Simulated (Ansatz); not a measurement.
# Residual resistivity of an alloy: Mo(100) with 4 layers of random Mo-W, 2x2

Aim: the residual resistivity of a random alloy, from Mo(100) with 4 layers of random Mo-W, 2x2 and longer regions.

Method: Ansatz plane-wave DFT, PBE, PAW files; ballistic transport by layer matching (Landauer), zero bias; PAW set soft_1, in Ansatz 0.2.0.

## 1. The starting structure

The cell holds 56 atoms: 48 Mo and 8 W. Cell: a = 6.294 Å, b = 6.294 Å, c = 22.029 Å, α = 90.0°, β = 90.0°, γ = 90.0°. It derives from Mo. Regions: lead, 40 atoms (40 Mo); scattering region, 16 atoms (8 W and 8 Mo). The structure is stacked along c, and the current runs across the ab planes.

## 2. With 4 alloy layers

In 4 layers a share of 0.5 of the sites is given to W at random. The layers about the cell's end stay perfect and serve as the lead. Disorder leaves little or no symmetry, which makes such runs dear. Energies from -0.05 to 0.05 eV in steps of 0.05 eV are too few for the program's thermal sum, so it prints no conductance; for a metal the transmission near the Fermi level serves, at a fraction of the cost.

The input, input.yaml:

```yaml
crystal:
  lattice:
    - [6.294, 0.0, 0.0]
    - [0.0, 6.294, 0.0]
    - [0.0, 0.0, 22.029]
  atoms:
    - { symbol: Mo, position: [0.0, 0.0, 0.0357142857] }
    - { symbol: Mo, position: [0.0, 0.5, 0.0357142857] }
    - { symbol: Mo, position: [0.5, 0.0, 0.0357142857] }
    - { symbol: Mo, position: [0.5, 0.5, 0.0357142857] }
    - { symbol: Mo, position: [0.25, 0.25, 0.1071428571] }
    - { symbol: Mo, position: [0.25, 0.75, 0.1071428571] }
    - { symbol: Mo, position: [0.75, 0.25, 0.1071428571] }
    - { symbol: Mo, position: [0.75, 0.75, 0.1071428571] }
    - { symbol: Mo, position: [0.0, 0.0, 0.1785714286] }
    - { symbol: Mo, position: [0.0, 0.5, 0.1785714286] }
    - { symbol: Mo, position: [0.5, 0.0, 0.1785714286] }
    - { symbol: Mo, position: [0.5, 0.5, 0.1785714286] }
    - { symbol: Mo, position: [0.25, 0.25, 0.25] }
    - { symbol: Mo, position: [0.25, 0.75, 0.25] }
    - { symbol: Mo, position: [0.75, 0.25, 0.25] }
    - { symbol: Mo, position: [0.75, 0.75, 0.25] }
    - { symbol: Mo, position: [0.0, 0.0, 0.3214285714] }
    - { symbol: Mo, position: [0.0, 0.5, 0.3214285714] }
    - { symbol: Mo, position: [0.5, 0.0, 0.3214285714] }
    - { symbol: Mo, position: [0.5, 0.5, 0.3214285714] }
    - { symbol: W, position: [0.25, 0.25, 0.3928571429] }
    - { symbol: W, position: [0.25, 0.75, 0.3928571429] }
    - { symbol: W, position: [0.75, 0.25, 0.3928571429] }
    - { symbol: Mo, position: [0.75, 0.75, 0.3928571429] }
    - { symbol: Mo, position: [0.0, 0.0, 0.4642857143] }
    - { symbol: Mo, position: [0.0, 0.5, 0.4642857143] }
    - { symbol: W, position: [0.5, 0.0, 0.4642857143] }
    - { symbol: W, position: [0.5, 0.5, 0.4642857143] }
    - { symbol: Mo, position: [0.25, 0.25, 0.5357142857] }
    - { symbol: Mo, position: [0.25, 0.75, 0.5357142857] }
    - { symbol: W, position: [0.75, 0.25, 0.5357142857] }
    - { symbol: Mo, position: [0.75, 0.75, 0.5357142857] }
    - { symbol: W, position: [0.0, 0.0, 0.6071428571] }
    - { symbol: Mo, position: [0.0, 0.5, 0.6071428571] }
    - { symbol: Mo, position: [0.5, 0.0, 0.6071428571] }
    - { symbol: W, position: [0.5, 0.5, 0.6071428571] }
    - { symbol: Mo, position: [0.25, 0.25, 0.6785714286] }
    - { symbol: Mo, position: [0.25, 0.75, 0.6785714286] }
    - { symbol: Mo, position: [0.75, 0.25, 0.6785714286] }
    - { symbol: Mo, position: [0.75, 0.75, 0.6785714286] }
    - { symbol: Mo, position: [0.0, 0.0, 0.75] }
    - { symbol: Mo, position: [0.0, 0.5, 0.75] }
    - { symbol: Mo, position: [0.5, 0.0, 0.75] }
    - { symbol: Mo, position: [0.5, 0.5, 0.75] }
    - { symbol: Mo, position: [0.25, 0.25, 0.8214285714] }
    - { symbol: Mo, position: [0.25, 0.75, 0.8214285714] }
    - { symbol: Mo, position: [0.75, 0.25, 0.8214285714] }
    - { symbol: Mo, position: [0.75, 0.75, 0.8214285714] }
    - { symbol: Mo, position: [0.0, 0.0, 0.8928571429] }
    - { symbol: Mo, position: [0.0, 0.5, 0.8928571429] }
    - { symbol: Mo, position: [0.5, 0.0, 0.8928571429] }
    - { symbol: Mo, position: [0.5, 0.5, 0.8928571429] }
    - { symbol: Mo, position: [0.25, 0.25, 0.9642857143] }
    - { symbol: Mo, position: [0.25, 0.75, 0.9642857143] }
    - { symbol: Mo, position: [0.75, 0.25, 0.9642857143] }
    - { symbol: Mo, position: [0.75, 0.75, 0.9642857143] }
kpoints:
  mp_grid: { grid: [4, 4, 1] }
hamiltonian:
  xc: pbe
  pseudopotentials: { kind: paw, azcp: { folder: soft_1 } }
scf:
  occupations: { method: fermi_dirac, width: 0.1 }
output:
  transmission: { leads: [[0, 4]], kmesh: [8, 8], e_range: [-0.05, 0.05], de: 0.05 }
  write_potential: true
  write_density: true
  volumetric_format: npy
```

On the command line:

```
$ ansatz run input.yaml --threads 8 --pin off --max-ram 15360MiB --backend cpu --events-out ev --progress --plain --runs-dir out
```

Numbers of over 12 decimals in the logs are rounded to 6 here.

The log of the run:

```text
Engine: ansatz 0.2.0, aarch64-unknown-linux-gnu
Pseudopotentials: kind: paw
Pseudopotential: Mo, paw, valence charge 14, recommended cutoff 420 eV (normal), soft_1/Mo.paw.azcp
Pseudopotential: W, paw, valence charge 14, recommended cutoff 420 eV (normal), soft_1/W.paw.azcp
Functional definition: PBE
  parameter kappa = 0.804
  parameter beta = 0.066725
  exchange = pbe_x(kappa = kappa, mu = beta*pi^2/3)
  correlation = pbe_c(beta = beta)
Crystal: 56 atoms, lattice volume = 872.666 Å³
Basis set: ecut = 420 eV, 17109 PW (Γ)
Bands: 471, of which v1, the nominal top of the filled ones, is band 392 counted from 1 (391 counted from 0)
Symmetry: 1 space group operations
Space group: P1 (ITA 1), of the structure as read, at distance tolerance 9.6e-5 Å
k-points: 10 of 16 (time reversal used)
Non-local potential: Mo, projectors of the file, l = 0: 3, l = 1: 2, l = 2: 2, l = 3: 1
Non-local potential: W, projectors of the file, l = 0: 3, l = 1: 2, l = 2: 2, l = 3: 1
PAW form: soft (Blöchl's): semilocal exchange-correlation on the pseudo side does not see the compensation charge
PAW one-centre angular grid: Mo, 590 points (default); XC on 64 Gauss nodes
PAW one-centre angular grid: W, 590 points (default); XC on 64 Gauss nodes
Initial density: superposition of atomic densities (chi_scale 0.1, normalization cell, long waves of neutral atoms (reshape's long-wave potential 3.02 eV rms, cloud 3.16 Å wide))
Initial wavefunctions: pseudopotential atomic-orbital guess
Functional: x = pbe(κ = 0.804, μ = 0.219515), c = pbe(β = 0.066725)
SCF iter   1: F=—  HF=-321009.748992 eV  |F-HF|=—  |Δ(HF+E_count)|=         —  Δρ=1.02e-1  dr2=1.02e2  ethr=3.10e-3  ⟨swp⟩=4.2  Hψ=17437  notcnv=0
preconditioner: auto → Kerker (q_TF=auto, 2.680 Å⁻¹)  [metal: Δε(μ)=0.079 eV  Ē_g=4.773 eV  σ=0.100 eV  W_gap=0.19  n_scr=286 (ndim 8)  ℏωp=23.0 eV  f_vac=0.000  D(μ)=34.49/eV (n_scr^D=286)]
SCF iter   2: F=—  HF=-320986.535918 eV  |F-HF|=—  |Δ(HF+E_count)|=    2.32e1  Δρ=5.67e-2  dr2=3.30e1  ethr=3.10e-3  ⟨swp⟩=2.2  Hψ=9072  notcnv=0
SCF iter   3: F=—  HF=-320978.144987 eV  |F-HF|=—  |Δ(HF+E_count)|=    8.39e0  Δρ=7.94e-3  dr2=1.50e0  ethr=3.10e-3  ⟨swp⟩=5.2  Hψ=10729  notcnv=0
SCF iter   4: F=—  HF=-320978.162922 eV  |F-HF|=—  |Δ(HF+E_count)|=   1.79e-2  Δρ=1.35e-3  dr2=1.01e-1  ethr=1.91e-4  ⟨swp⟩=1.7  Hψ=5271  notcnv=0
SCF iter   5: F=—  HF=-320978.159753 eV  |F-HF|=—  |Δ(HF+E_count)|=   3.17e-3  Δρ=4.19e-4  dr2=4.71e-3  ethr=1.29e-5  ⟨swp⟩=2.4  Hψ=5962  notcnv=0
SCF iter   6: F=—  HF=-320978.159422 eV  |F-HF|=—  |Δ(HF+E_count)|=   3.31e-4  Δρ=9.98e-5  dr2=4.89e-4  ethr=6.01e-7  ⟨swp⟩=1.7  Hψ=5061  notcnv=0
SCF iter   7: F=—  HF=-320978.159399 eV  |F-HF|=—  |Δ(HF+E_count)|=   2.28e-5  Δρ=2.18e-5  dr2=5.65e-6  ethr=6.23e-8  ⟨swp⟩=1.3  Hψ=4713  notcnv=0
SCF iter   8: F=—  HF=-320978.158525 eV  |F-HF|=—  |Δ(HF+E_count)|=   8.74e-4  Δρ=3.95e-6  dr2=2.18e-7  ethr=7.21e-10  ⟨swp⟩=2.1  Hψ=6341  notcnv=0
SCF iter   9: F=-320978.158525 eV  HF=-320978.158525 eV  |F-HF|=5.12e-9  |Δ(HF+E_count)|=   1.20e-8  Δρ=5.48e-7  dr2=6.22e-9  ethr=1.28e-11  ⟨swp⟩=6.6  Hψ=11004  notcnv=0
SCF 1 converged in 9 iterations: F = -320978.158525 eV  dr2 = 6.22e-9
  greatest PAW one-centre occupation: 0.999 electrons in one spin orbital (limit 2), on the W atom at site 32 (counted from 0), in its partial waves of l = 0
transmission: 144 of 1428 steps passed
transmission: 288 of 1428 steps passed
[...]
transmission: 1428 of 1428 steps passed
SCF converged after 9 iterations
Free energy (F): -320978.158525 eV
Harris-Foulkes:  -320978.158525 eV  (|F-HF|=5.12e-9)
Internal energy: -320976.732989 eV  (E = F + TS)
E sigma→0 (E₀):  -320977.445757 eV
Entropy (-TS):   -1.425536 eV (-25.456 meV/atom)
Fermi energy:    21.440928 eV
--- Per-component energies (eV) ---
  E_band       = -3225.394761
  E_kinetic    = 23664.010384
  E_local      = -41099.551994  (includes V_loc(G=0)·N_el)
  E_nonlocal   = 6903.760729
  E_hartree    = 14345.795490
  E_xc         = -10614.380098
  E_vxc        = -12415.364898  (∫ρ·V_xc dr)
  E_paw        = -222790.495810  (= ΣΔE_a)
  E_vpaw       = -8969.843155  (= ΣTr[D̂ρ^β])
  E_aug_tail   = 0.003467  (compensation charges beyond the density's cutoff)
  E_ewald      = -91385.875156
  E_smearing   = -1.425536  (= −TS)
  E_closure    = -0.000000  (closes the sum)
  Σ components = -320978.158525   (vs F -320978.158525, Δ=0.00e0)
--- Band table (eV; the first three rows and the last of 10) ---
  k-point 0: bands = [... 388 lower, 21.4086, 21.4115, 21.4253, 21.4283, 21.4632, 21.4661, 21.4795, 21.4825, ... 75 higher]
  k-point 1: bands = [... 388 lower, 21.4506, 21.4566, 21.4653, 21.4692, 21.4736, 21.5612, 21.5655, 21.5779, ... 75 higher]
  k-point 2: bands = [... 388 lower, 21.4924, 21.5074, 21.5541, 21.5579, 21.5662, 21.5747, 21.5773, 21.5911, ... 75 higher]
  k-point 9: bands = [... 388 lower, 20.6081, 20.6320, 20.6328, 20.6579, 21.6568, 21.6950, 21.6963, 21.7320, ... 75 higher]
--- Transmission ---
  basis      : 349 plane waves across, 42 finite elements along
  points     : 34, standing for a mesh of 8 x 8
  energies   : 3 from -0.050000 to 0.050000 eV about the Fermi level, 0.050000 eV apart; the leads are filled to 0.000000 eV, and channels, transmission and decay are at 0.000000 eV
  crystal 0  : Mo4, at the sites [0, 4], period 1.5735 Å, over 15.73 Å; its Hamiltonian steps by up to 1.6 meV
    offset         : up to 0.0000 Å between an atom of the period and one for which it stands
    channels       : 6.781250e0 a spin
    conductance    : none, the energies end too early or step too widely for 300 K: set another output.transmission.e_range or a lower de, or, where they end at an eighth of basis.ecutwfc, a higher one
    slowest decay  : 0.0518 /Å at (0.5000, 0.3750)
  junction   : crystal 0 to crystal 0, 0.70 to 21.15 Å
    transmission   : 6.118612e0 a spin
    conductance    : none, the energies end too early or step too widely for 300 K: set another output.transmission.e_range or a lower de, or, where they end at an eighth of basis.ecutwfc, a higher one
```

Elapsed: 7.7 min, on 8 threads of Arm Neoverse V2, shared host; peak memory 9.2 GiB.

The column dr2 measures how far the density is from self-consistency, as an energy; F and HF (Harris–Foulkes) agree once it is small.

Numbers from this step:

```
free energy                                    : -320978.1585 eV
energy at zero smearing                        : -320977.4458 eV
Fermi energy                                   : 21.44 eV
cell area                                      : 39.61 Å²
transmission per spin nearest the Fermi level  : 6.119
open channels per spin nearest the Fermi level : 6.781
step of the lead's potential                   : 1.6 meV
```

Per spin. Table of transmission, zone mean by energy, zero at the Fermi level:

| energy (eV) | transmission, zone mean |
| --- | --- |
| -0.0500 | 5.94 |
| 0.0000 | 6.12 |
| 0.0500 | 6.15 |

Per spin. The open channels, zone mean, lead by energy, zero at the Fermi level:

| energy (eV) | open channels, zone mean, lead |
| --- | --- |
| -0.0500 | 6.59 |
| 0.0000 | 6.78 |
| 0.0500 | 6.91 |

Transmission over k1 and k2. At 0.0000 eV from the Fermi level.

Ten even steps from '_' (0.0) to '@' (13.6):
```
____..--==--..__
::..--##@@##--..
::--##@@@@@@##--
::==@@@@@@@@@@==
::--##@@@@@@##--
::..--##@@##--..
____..--==--..__
____::::::::::__
```
Columns: k1 (b1) from -0.5 to 0.375; rows upwards: k2 (b2) from -0.5 to 0.375.

Open channels over k1 and k2. At 0.0000 eV from the Fermi level.

Ten even steps from '0' (0.0) to '9' (15.0):
```
00134310
21489841
23899983
24999994
23899983
21489841
00134310
00222220
```
Columns: k1 (b1) from -0.5 to 0.375; rows upwards: k2 (b2) from -0.5 to 0.375.

Over the solved energies the transmission per spin lies between 5.94 and 6.15, out of 6.76 channels of the lead on average (up to 6.91).

## 3. With 8 alloy layers

In 8 layers a share of 0.5 of the sites is given to W at random. A fresh draw is used; the growth of the resistance with length is what counts.

System of this step: Mo(100) with 8 layers of random Mo-W, 2x2. The cell holds 72 atoms: 56 Mo and 16 W. Cell: a = 6.294 Å, b = 6.294 Å, c = 28.323 Å, α = 90.0°, β = 90.0°, γ = 90.0°. It derives from Mo. Regions: lead, 40 atoms (40 Mo); scattering region, 32 atoms (16 Mo and 16 W). The structure is stacked along c, and the current runs across the ab planes.

The input, input.yaml:

```yaml
crystal:
  lattice:
    - [6.294, 0.0, 0.0]
    - [0.0, 6.294, 0.0]
    - [0.0, 0.0, 28.323]
  atoms:
    - { symbol: Mo, position: [0.0, 0.0, 0.0277777778] }
    - { symbol: Mo, position: [0.0, 0.5, 0.0277777778] }
    - { symbol: Mo, position: [0.5, 0.0, 0.0277777778] }
    - { symbol: Mo, position: [0.5, 0.5, 0.0277777778] }
    - { symbol: Mo, position: [0.25, 0.25, 0.0833333333] }
    - { symbol: Mo, position: [0.25, 0.75, 0.0833333333] }
    - { symbol: Mo, position: [0.75, 0.25, 0.0833333333] }
    - { symbol: Mo, position: [0.75, 0.75, 0.0833333333] }
    - { symbol: Mo, position: [0.0, 0.0, 0.1388888889] }
    - { symbol: Mo, position: [0.0, 0.5, 0.1388888889] }
    - { symbol: Mo, position: [0.5, 0.0, 0.1388888889] }
    - { symbol: Mo, position: [0.5, 0.5, 0.1388888889] }
    - { symbol: Mo, position: [0.25, 0.25, 0.1944444444] }
    - { symbol: Mo, position: [0.25, 0.75, 0.1944444444] }
    - { symbol: Mo, position: [0.75, 0.25, 0.1944444444] }
    - { symbol: Mo, position: [0.75, 0.75, 0.1944444444] }
    - { symbol: Mo, position: [0.0, 0.0, 0.25] }
    - { symbol: Mo, position: [0.0, 0.5, 0.25] }
    - { symbol: Mo, position: [0.5, 0.0, 0.25] }
    - { symbol: Mo, position: [0.5, 0.5, 0.25] }
    - { symbol: Mo, position: [0.25, 0.25, 0.3055555556] }
    - { symbol: W, position: [0.25, 0.75, 0.3055555556] }
    - { symbol: Mo, position: [0.75, 0.25, 0.3055555556] }
    - { symbol: Mo, position: [0.75, 0.75, 0.3055555556] }
    - { symbol: W, position: [0.0, 0.0, 0.3611111111] }
    - { symbol: Mo, position: [0.0, 0.5, 0.3611111111] }
    - { symbol: Mo, position: [0.5, 0.0, 0.3611111111] }
    - { symbol: W, position: [0.5, 0.5, 0.3611111111] }
    - { symbol: Mo, position: [0.25, 0.25, 0.4166666667] }
    - { symbol: Mo, position: [0.25, 0.75, 0.4166666667] }
    - { symbol: Mo, position: [0.75, 0.25, 0.4166666667] }
    - { symbol: Mo, position: [0.75, 0.75, 0.4166666667] }
    - { symbol: Mo, position: [0.0, 0.0, 0.4722222222] }
    - { symbol: Mo, position: [0.0, 0.5, 0.4722222222] }
    - { symbol: W, position: [0.5, 0.0, 0.4722222222] }
    - { symbol: Mo, position: [0.5, 0.5, 0.4722222222] }
    - { symbol: W, position: [0.25, 0.25, 0.5277777778] }
    - { symbol: W, position: [0.25, 0.75, 0.5277777778] }
    - { symbol: Mo, position: [0.75, 0.25, 0.5277777778] }
    - { symbol: Mo, position: [0.75, 0.75, 0.5277777778] }
    - { symbol: Mo, position: [0.0, 0.0, 0.5833333333] }
    - { symbol: W, position: [0.0, 0.5, 0.5833333333] }
    - { symbol: W, position: [0.5, 0.0, 0.5833333333] }
    - { symbol: W, position: [0.5, 0.5, 0.5833333333] }
    - { symbol: W, position: [0.25, 0.25, 0.6388888889] }
    - { symbol: W, position: [0.25, 0.75, 0.6388888889] }
    - { symbol: W, position: [0.75, 0.25, 0.6388888889] }
    - { symbol: W, position: [0.75, 0.75, 0.6388888889] }
    - { symbol: Mo, position: [0.0, 0.0, 0.6944444444] }
    - { symbol: W, position: [0.0, 0.5, 0.6944444444] }
    - { symbol: W, position: [0.5, 0.0, 0.6944444444] }
    - { symbol: W, position: [0.5, 0.5, 0.6944444444] }
    - { symbol: Mo, position: [0.25, 0.25, 0.75] }
    - { symbol: Mo, position: [0.25, 0.75, 0.75] }
    - { symbol: Mo, position: [0.75, 0.25, 0.75] }
    - { symbol: Mo, position: [0.75, 0.75, 0.75] }
    - { symbol: Mo, position: [0.0, 0.0, 0.8055555556] }
    - { symbol: Mo, position: [0.0, 0.5, 0.8055555556] }
    - { symbol: Mo, position: [0.5, 0.0, 0.8055555556] }
    - { symbol: Mo, position: [0.5, 0.5, 0.8055555556] }
    - { symbol: Mo, position: [0.25, 0.25, 0.8611111111] }
    - { symbol: Mo, position: [0.25, 0.75, 0.8611111111] }
    - { symbol: Mo, position: [0.75, 0.25, 0.8611111111] }
    - { symbol: Mo, position: [0.75, 0.75, 0.8611111111] }
    - { symbol: Mo, position: [0.0, 0.0, 0.9166666667] }
    - { symbol: Mo, position: [0.0, 0.5, 0.9166666667] }
    - { symbol: Mo, position: [0.5, 0.0, 0.9166666667] }
    - { symbol: Mo, position: [0.5, 0.5, 0.9166666667] }
    - { symbol: Mo, position: [0.25, 0.25, 0.9722222222] }
    - { symbol: Mo, position: [0.25, 0.75, 0.9722222222] }
    - { symbol: Mo, position: [0.75, 0.25, 0.9722222222] }
    - { symbol: Mo, position: [0.75, 0.75, 0.9722222222] }
kpoints:
  mp_grid: { grid: [4, 4, 1] }
hamiltonian:
  xc: pbe
  pseudopotentials: { kind: paw, azcp: { folder: soft_1 } }
scf:
  occupations: { method: fermi_dirac, width: 0.1 }
output:
  transmission: { leads: [[0, 4]], kmesh: [8, 8], e_range: [-0.05, 0.05], de: 0.05 }
  write_potential: true
  write_density: true
  volumetric_format: npy
```

The log of the run:

```text
[...]
Crystal: 72 atoms, lattice volume = 1122.000 Å³
Basis set: ecut = 420 eV, 21955 PW (Γ)
Bands: 605, of which v1, the nominal top of the filled ones, is band 504 counted from 1 (503 counted from 0)
Symmetry: 1 space group operations
[...]
k-points: 10 of 16 (time reversal used)
[...]
SCF iter   1: F=—  HF=-443752.167938 eV  |F-HF|=—  |Δ(HF+E_count)|=         —  Δρ=9.81e-2  dr2=1.28e2  ethr=3.10e-3  ⟨swp⟩=4.6  Hψ=22383  notcnv=0
[...]
SCF iter  10: F=-443714.099428 eV  HF=-443714.099428 eV  |F-HF|=1.92e-9  |Δ(HF+E_count)|=   2.39e-9  Δρ=2.81e-7  dr2=2.44e-9  ethr=9.92e-12  ⟨swp⟩=7.4  Hψ=14184  notcnv=0
SCF 1 converged in 10 iterations: F = -443714.099428 eV  dr2 = 2.44e-9
[...]
transmission: 195 of 1904 steps passed
transmission: 381 of 1904 steps passed
[...]
transmission: 1904 of 1904 steps passed
SCF converged after 10 iterations
Free energy (F): -443714.099428 eV
[...]
Internal energy: -443712.570562 eV  (E = F + TS)
E sigma→0 (E₀):  -443713.334995 eV
Entropy (-TS):   -1.528866 eV (-21.234 meV/atom)
Fermi energy:    21.498646 eV
[...]
--- Band table (eV; the first three rows and the last of 10) ---
  k-point 0: bands = [... 500 lower, 21.3432, 21.3492, 21.3684, 21.3724, 21.3755, 21.3771, 21.3790, 21.3862, ... 97 higher]
  k-point 1: bands = [... 500 lower, 21.4500, 21.4590, 21.5340, 21.5491, 21.5575, 21.5714, 21.5805, 21.5838, ... 97 higher]
  k-point 2: bands = [... 500 lower, 21.4414, 21.4573, 21.4684, 21.4861, 21.6399, 21.6491, 21.6662, 21.6759, ... 97 higher]
  k-point 9: bands = [... 500 lower, 20.7582, 20.7684, 20.7733, 20.7844, 21.7718, 21.7935, 21.8312, 21.8538, ... 97 higher]
--- Transmission ---
  basis      : 349 plane waves across, 56 finite elements along
  points     : 34, standing for a mesh of 8 x 8
[...]
channels       : 6.593750e0 a spin
[...]
slowest decay  : 0.0410 /Å at (0.3750, 0.5000)
  junction   : crystal 0 to crystal 0, 0.70 to 27.45 Å
    transmission   : 5.506145e0 a spin
[...]
```

The job ended after 9.6 min (8 threads; peak memory 8.2 GiB; 57 min of CPU time).

Numbers from this step:

- free energy: -443714.0994 eV
- energy at zero smearing: -443713.3350 eV
- Fermi energy: 21.50 eV
- transmission per spin nearest the Fermi level: 5.506
- open channels per spin nearest the Fermi level: 6.594

Per spin. The transmission, zone mean by energy, zero at the Fermi level:

| energy (eV) | transmission, zone mean |
| --- | --- |
| -0.0500 | 5.46 |
| 0.0000 | 5.51 |
| 0.0500 | 5.48 |

Over the solved energies the transmission per spin lies between 5.46 and 5.51, out of 6.64 channels of the lead on average (up to 6.66).

(Part 1 of 2 ends here.)

[Logs are printed without paths, hosts, clocks, repeated set-up lines and the standing remarks that a program may print on its own settings, such as how far it seeks lower states.]

[Hosts, paths, dates, database ids (printed as entryN), source tags and the programs' standing remarks are cut or masked in the printed files.]
